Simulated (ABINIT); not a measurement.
A run of ABINIT 10.8.3 (patched build) is set up as follows.

Contents of run.abi:

```
# Pseudopotentials
pp_dirpath "./"
pseudos "Sn.GGA_PBE-JTH.xml"

# Structure
acell 3*1.0 Angstrom
rprim
     0.0000000000     3.2333428000     3.2333428000
     3.2333428000     0.0000000000     3.2333428000
     3.2333428000     3.2333428000     0.0000000000
ntypat 1
znucl 50
natom 2
typat 1 1
xred
     0.7513240000     0.7590190000     0.7625880000
     0.4946710000     0.5090020000     0.5000090000
chkprim 0
chksymtnons 0
tolsym 1.0e-6

# Plane-wave basis
ecut 22.0
pawecutdg 44.0

# k points
kptopt 1
ngkpt 7 7 7
nshiftk 1
shiftk 0.0 0.0 0.0

# Exchange and correlation
ixc 11

# Bands and occupations
nband 18
occopt 3
tsmear 0.05 eV

# SCF cycle
nstep 100
tolvrs 1.0e-9

# Output
iomode 3
prtwf 0
prtden 0
prteig 0
prtebands 0
enunit 1
```

Potentials or basis: JTH PAW PBE v2.0.

Run with:

```sh
$ abinit run.abi > log 2>&1
```

Estimate the band gap on the k mesh.

none (metal or under the smearing width).

Estimate the largest force.

0.586 eV/Å.

Estimate the pressure.

3.9 GPa.

Forces on the atoms (eV/Å):
```
Sn  -0.307 -0.483 -0.125
Sn   0.307  0.483  0.125
```
